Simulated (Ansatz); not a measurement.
Crystal: PbSe.

```xyz
2
Lattice="3.7843 0.0000 0.0000 0.0000 3.7843 0.0000 0.0000 0.0000 3.7843" Properties=species:S:1:pos:R:3 pbc="T T T"
Pb    0.0000    0.0000    0.0000
Se    1.8922    1.8922    1.8922
```

Measurements of this composition are mostly on another form, of space group No. 225.

A run of Ansatz 0.2.0 on this cell left the log below. Logs are shortened: lines on timing, memory, paths and dates and some standing lists are left out, and cuts for length are marked.

```text
Warning: RAYON_NUM_THREADS=2 ignored (pool sized by the plan → 2); use --threads N
Engine: ansatz 0.2.0, x86_64-unknown-linux-gnu
Pseudopotentials: kind: paw
Pseudopotential: Pb, paw, valence charge 14, recommended cutoff 420 eV (normal), Pb.paw.azcp
Pseudopotential: Se, paw, valence charge 16, recommended cutoff 420 eV (normal), Se.paw.azcp
Functional definition: PBEsol
  exchange = pbesol_x
  correlation = pbesol_c
Crystal: 2 atoms, lattice volume = 54.196 Å³
Basis set: ecut = 420 eV, 1021 PW (Γ), exchange–correlation on 54×54×54 points (8 copies of the dense FFT grid, shifted against one another)
Bands: 19, of which v1, the nominal top of the filled ones, is band 15 counted from 1 (14 counted from 0)
Symmetry: 48 space group operations
k-points: 18 of 125 (irreducible under 8 space group operations, time reversal used)
Non-local potential: Pb, projectors of the file, l = 0: 2, l = 1: 2, l = 2: 2, l = 3: 2
Non-local potential: Se, projectors of the file, l = 0: 2, l = 1: 2, l = 2: 3, l = 3: 1
PAW form: soft (Blöchl's): semilocal exchange-correlation on the pseudo side does not see the compensation charge
PAW frozen core: Pb, regenerated for the run's functional, and the local potential with it (the file was generated under x = pbe(κ = 0.804, μ = 0.2195149727645171), c = pbe(β = 0.06672455060314922))
PAW frozen core: Se, regenerated for the run's functional, and the local potential with it (the file was generated under x = pbe(κ = 0.804, μ = 0.2195149727645171), c = pbe(β = 0.06672455060314922))
PAW one-centre angular grid: Pb, 590 points (default); XC on 64 Gauss nodes
PAW one-centre angular grid: Se, 590 points (default); XC on 64 Gauss nodes
Initial density: superposition of atomic densities (neutral atoms: chi_scale 0, normalization atom), corrected by the library's trained network
Initial wavefunctions: pseudopotential atomic-orbital guess
Functional: x = pbesol(κ = 0.804, μ = 0.12345679012345678), c = pbesol(β = 0.046)
SCF iter   1: F=—  HF=-17179.752797 eV  |F-HF|=—  |Δ(HF+E_count)|=         —  Δρ=2.31e-3  dr2=4.65e-3  ethr=1.77e-3  ⟨swp⟩=6.1  Hψ=1601  notcnv=0
preconditioner: auto → Resta (q_TF=auto, 2.472 Å⁻¹)  ε∞=3.2  [insulator: Δε(μ)=0.154 eV  Ē_g=15.263 eV  σ=0.050 eV  W_gap=0.65  n_scr=18 (ndim 8)  ℏωp=22.6 eV  f_vac=0.000  D(μ)=1.48/eV (n_scr^D=6)  ε∞_Penn≈3.2]
SCF iter   2: F=—  HF=-17179.751009 eV  |F-HF|=—  |Δ(HF+E_count)|=   1.79e-3  Δρ=1.29e-3  dr2=1.55e-3  ethr=1.55e-5  ⟨swp⟩=2.0  Hψ=529  notcnv=0
SCF iter   3: F=—  HF=-17179.750718 eV  |F-HF|=—  |Δ(HF+E_count)|=   2.91e-4  Δρ=3.08e-4  dr2=8.51e-5  ethr=5.16e-6  ⟨swp⟩=2.2  Hψ=453  notcnv=0
SCF iter   4: F=—  HF=-17179.750700 eV  |F-HF|=—  |Δ(HF+E_count)|=   1.83e-5  Δρ=8.20e-5  dr2=3.03e-6  ethr=2.84e-7  ⟨swp⟩=2.0  Hψ=504  notcnv=0
SCF iter   5: F=—  HF=-17179.750699 eV  |F-HF|=—  |Δ(HF+E_count)|=   7.16e-7  Δρ=1.97e-5  dr2=1.85e-7  ethr=1.01e-8  ⟨swp⟩=2.0  Hψ=491  notcnv=0
SCF iter   6: F=—  HF=-17179.750699 eV  |F-HF|=—  |Δ(HF+E_count)|=   6.01e-8  Δρ=3.82e-6  dr2=1.07e-8  ethr=6.18e-10  ⟨swp⟩=2.4  Hψ=572  notcnv=0
SCF iter   7: F=—  HF=-17179.750699 eV  |F-HF|=—  |Δ(HF+E_count)|=   3.15e-9  Δρ=1.88e-6  dr2=1.93e-9  ethr=3.57e-11  ⟨swp⟩=2.0  Hψ=614  notcnv=0
SCF iter   8: F=—  HF=-17179.750699 eV  |F-HF|=—  |Δ(HF+E_count)|=   1.72e-9  Δρ=3.25e-7  dr2=6.07e-11  ethr=6.42e-12  ⟨swp⟩=2.0  Hψ=612  notcnv=0
SCF iter   9: F=-17179.750699 eV  HF=-17179.750699 eV  |F-HF|=1.09e-11  |Δ(HF+E_count)|=  4.37e-11  Δρ=7.11e-8  dr2=2.28e-12  ethr=1.00e-12  ⟨swp⟩=5.9  Hψ=1635  notcnv=0
SCF 1 converged in 9 iterations: F = -17179.750699 eV  dr2 = 2.28e-12
  greatest PAW one-centre occupation: 1.000 electrons in one spin orbital (limit 2), on the Se atom at site 1 (counted from 0), in its partial waves of l = 2
DFPT response loops at Γ: preconditioner auto → Kerker (q_TF=auto, 2.472 Å⁻¹) (partly filled bands, converged f_vac=0.000); β = 1.00, the filter's whole step (`scf.mixing.beta` (0.50) is not read by the response loops under this deck's `scf.mixing.preconditioner`; to damp them name `kerker` or `kerker_dos`, under which they read `scf.mixing.beta`, and type it under 1.00, their step now; both keys bind the ground state too); Broyden in place of MSR1
SCF converged after 9 iterations
Free energy (F): -17179.750699 eV
Harris-Foulkes:  -17179.750699 eV  (|F-HF|=1.09e-11)
Internal energy: -17179.740201 eV  (E = F + TS)
E sigma→0 (E₀):  -17179.745450 eV
Entropy (-TS):   -0.010497 eV (-5.249 meV/atom)
Fermi energy:    9.434443 eV
--- Per-component energies (eV) ---
  E_band       = -405.752403
  E_kinetic    = 404.570059
  E_local      = -3330.068586  (includes V_loc(G=0)·N_el)
  E_nonlocal   = -240.704446
  E_hartree    = 1552.503105
  E_xc         = -322.255500
  E_vxc        = -230.534674  (∫ρ·V_xc dr)
  E_paw        = -12121.406424  (= ΣΔE_a)
  E_vpaw       = -114.020495  (= ΣTr[D̂ρ^β])
  E_aug_tail   = -0.000556  (compensation charges beyond the density's cutoff)
  E_ewald      = -3123.448419
  E_core_change = 1.070567  (= ΣΔE_core)
  E_smearing   = -0.010497  (= −TS)
  E_closure    = 0.000000  (closes the sum)
  Σ components = -17179.750699   (vs F -17179.750699, Δ=0.00e0)
--- Band table (eV; the first three rows and the last of 18) ---
  k-point 0: bands = ["-37.4195", "-37.4195", "-37.4195", "-37.4190", "-37.4190", "-7.5083", "-7.5083", "-7.3576", "-7.3576", "-7.3576", "-3.8184", "2.2972", "7.9026", "7.9026", "7.9026", "14.4324", "14.4324", "15.4159", "15.4159"]
  k-point 1: bands = ["-37.4195", "-37.4195", "-37.4195", "-37.4190", "-37.4188", "-7.5060", "-7.4679", "-7.3725", "-7.3725", "-7.3563", "-3.5321", "1.7326", "7.7990", "8.2381", "8.2381", "12.9906", "14.5326", "14.5326", "14.7406"]
  k-point 2: bands = ["-37.4196", "-37.4196", "-37.4194", "-37.4190", "-37.4185", "-7.5022", "-7.4030", "-7.3964", "-7.3964", "-7.3541", "-2.8997", "0.6240", "8.4717", "8.9738", "8.9738", "10.3291", "13.0287", "13.0287", "15.5576"]
  k-point 17: bands = ["-37.4197", "-37.4197", "-37.4197", "-37.4182", "-37.4182", "-7.4478", "-7.4397", "-7.4397", "-7.3337", "-7.3337", "-1.9594", "2.4893", "6.5490", "6.7973", "6.7973", "9.5290", "9.5290", "10.8171", "20.8594"]
--- Phonons (Γ-DFPT): 2 representative perturbations + reference, on 18 of 125 k-points (Σ response iterations 6) ---
  k mesh reduced under 8 symmetry operations, with k and −k counted as one. Each operation leaves every solved perturbation unchanged. A smaller set is not used because it would not reduce the number of displacements times k-points to solve
  ASR residual: 1.924e-5 → 0.000e0 eV/Å²; symmetrization residual: 1.251e-5 eV/Å²
  ASR residual per site (eV/Å²): 1.61e-5 1.92e-5
  Γ frequencies (cm⁻¹): -74.58 -74.58 -74.58 0.00 0.00 0.00
  non-analytic LO–TO correction: not included (Born effective charges unavailable; polar crystals: no LO–TO splitting at Γ)
```

Question: What input gives this log?

Answer: Phonons with PBEsol, no spin polarisation. The files as run (others can give the same):

input.yaml
```yaml
crystal:
  lattice:
    - [3.784322, 0.0, 0.0]
    - [0.0, 3.784322, 0.0]
    - [0.0, 0.0, 3.784322]
  atoms:
    - { symbol: Pb, position: [0.0, 0.0, 0.0] }
    - { symbol: Se, position: [0.5, 0.5, 0.5] }
hamiltonian:
  xc: pbesol
  pseudopotentials: { kind: paw }
kpoints:
  mp_grid: { grid: [5, 5, 5] }
scf:
  occupations: { method: fermi_dirac, width: 0.05 }
phonons:
  method: dfpt
```

Potentials or basis: Ansatz PAW.
Run with:
```console
$ ansatz run input.yaml --threads 2 --pin off --max-ram 5632MiB --backend cpu --events-out ev --progress --plain --runs-dir out
```

Caveat: some modes are imaginary; the PAW data sets come from PBE, with cores solved anew for the run's functional, which leaves a small shift of forces and pressure.
